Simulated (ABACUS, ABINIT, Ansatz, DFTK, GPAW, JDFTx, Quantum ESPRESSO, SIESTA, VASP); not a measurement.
**Sn: 10 runs at one level of theory**

```xyz
2
Lattice="0.0000 3.2333 3.2333 3.2333 0.0000 3.2333 3.2333 3.2333 0.0000" Properties=species:S:1:pos:R:3 pbc="T T T"
Sn    4.8500    4.8500    4.8500
Sn    3.2333    3.2333    3.2333
```

This isn't the form of Sn at room conditions, which is tetragonal (white tin).

Alike in all runs: task single point; functional PBE; k mesh 7 × 7 × 7; occupations fermi-dirac, width 0.05 eV; no spin polarisation; no spin-orbit coupling. Pressure is positive in compression and, in plane waves, holds the error of the finite cutoff, which Ansatz's Pulay term estimates and takes out.

| program and potentials | plane-wave cutoff (eV) | notes | pressure (GPa) |
| --- | --- | --- | --- |
| JDFTx, PseudoDojo-SR-PBE-0.5-standard | 980 | - | 3.88 |
| SIESTA, files PseudoDojo sr-pbe-0.4.1-standard, DZP (energy shift 0.003 Ry; two zetas on semicore shells) | - | atomic basis | 4.07 |
| ABINIT, JTH PAW PBE v2.0 | 599 | - | 3.84 |
| Ansatz, Ansatz PAW (earlier soft set) | 420 | - | 3.83 |
| Quantum ESPRESSO, SSSP 1.3 efficiency PBE | 816 | - | 3.80 |
| GPAW, GPAW PAW data sets (gpaw-data 1.2.1) | 600 | - | 3.53 |
| VASP, PBE PAW files Sn_d, 520 eV | 520 | - | 3.77 |
| ABACUS, PseudoDojo NC SR 0.4.1 PBE standard, plane waves | 993 | - | 3.90 |
| DFTK, PseudoDojo SR PBE 0.4.1 standard (PBE) | 980 | - | 3.90 |
| Ansatz, all-electron LAPW, scalar-relativistic | - | - | 3.82 |

The pressure spans 3.53 (GPAW, GPAW PAW data sets (gpaw-data 1.2.1)) to 4.07 GPa (SIESTA, files PseudoDojo sr-pbe-0.4.1-standard, DZP (energy shift 0.003 Ry; two zetas on semicore shells)), with all-electron results at 3.82. Rows in atomic bases carry the error of their basis and grid, which can be large.

Differences between rows come from potentials, basis sets and numerical settings, since the functional is the same but for its coding. Runs on potential files found faulty are left out.

Every row puts this diamond-structure tin under compression, so PBE would relax it to a larger volume. Since the cell is close to the measured one for grey tin, the pressure mainly reflects the functional's known underbinding of heavy-element solids, not a real external load. PBE's gradient correction favours the more inhomogeneous density of stretched bonds.

The all-electron value of 3.82 GPa rules out the pseudopotentials as the source of this pressure. ABACUS and DFTK, with the same potential family and version as SIESTA, both give 3.90 GPa, so SIESTA's further rise to 4.07 GPa probably comes from its orbital basis or grid. GPAW's low 3.53 GPa could stem from its data set or from residual cutoff error, which this comparison can't separate. A pressure at one volume gives neither the equilibrium lattice constant nor the energy order of grey and white tin.
